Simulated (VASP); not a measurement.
A run of VASP 6.6.1 is set up as follows.

The input POSCAR:

```
BN
1.0
    0.0000000000      1.7458259350      1.7458259350
    1.7458259350      0.0000000000      1.7458259350
    1.7458259350      1.7458259350      0.0000000000
B N
1 1
Direct
    0.0000000000      0.0000000000      0.0000000000
    0.5000000000      0.5000000000      0.5000000000
```

The input INCAR.step1:

```
SYSTEM = BN
PREC     = Accurate       ! precision mode
ENCUT    = 520            ! plane-wave cutoff, eV
EDIFF    = 1E-5           ! SCF threshold, eV
ISMEAR   = 0              ! smearing method
SIGMA    = 0.01           ! smearing width, eV
LREAL    = .False.        ! projectors in reciprocal space
LASPH    = .True.         ! aspherical terms in the spheres
NELM     = 100            ! most SCF steps
ALGO     = Normal         ! electronic algorithm
ISIF     = 2              ! what is computed and relaxed
LWAVE    = .True.         ! write WAVECAR
LCHARG   = .False.        ! write CHGCAR
NBANDS   = 11             ! bands
GGA      = PE             ! functional
```

File INCAR.step2:

```
SYSTEM = BN
PREC     = Accurate       ! precision mode
ENCUT    = 520            ! plane-wave cutoff, eV
EDIFF    = 1E-6           ! SCF threshold, eV
ISMEAR   = 0              ! smearing method
SIGMA    = 0.01           ! smearing width, eV
LREAL    = .False.        ! projectors in reciprocal space
LASPH    = .True.         ! aspherical terms in the spheres
NELM     = 100            ! most SCF steps
ALGO     = Normal         ! electronic algorithm
ISIF     = 2              ! what is computed and relaxed
LWAVE    = .False.        ! write WAVECAR
LCHARG   = .False.        ! write CHGCAR
GGA      = PE             ! functional
LHFCALC  = .True.         ! exact exchange
HFSCREEN = 0.2079         ! screening, 1/A
PRECFOCK = Normal       
NBANDS   = 11             ! bands
ISTART   = 1
```

Contents of KPOINTS:

```
regular mesh
0
Gamma
  8 8 8
  0 0 0
```

Potentials or basis: VASP PAW PBE potentials, release 64 (B, N).

Launch:

```bash
$ cat potpaw_PBE.64/B/POTCAR potpaw_PBE.64/N/POTCAR > POTCAR
$ cp INCAR.step1 INCAR
$ mpirun -np 1 vasp_std > vasp.out
$ cp INCAR.step2 INCAR
$ mpirun -np 1 vasp_std > vasp.out
```

Estimate the pressure.

-8.1 GPa.

Estimate the band gap on the k mesh.

2.32 eV, indirect (least direct gap 7.24 eV).

Caveat: the PAW data sets were made with another functional, which shifts forces and pressure a little. A k mesh can miss the band edges.
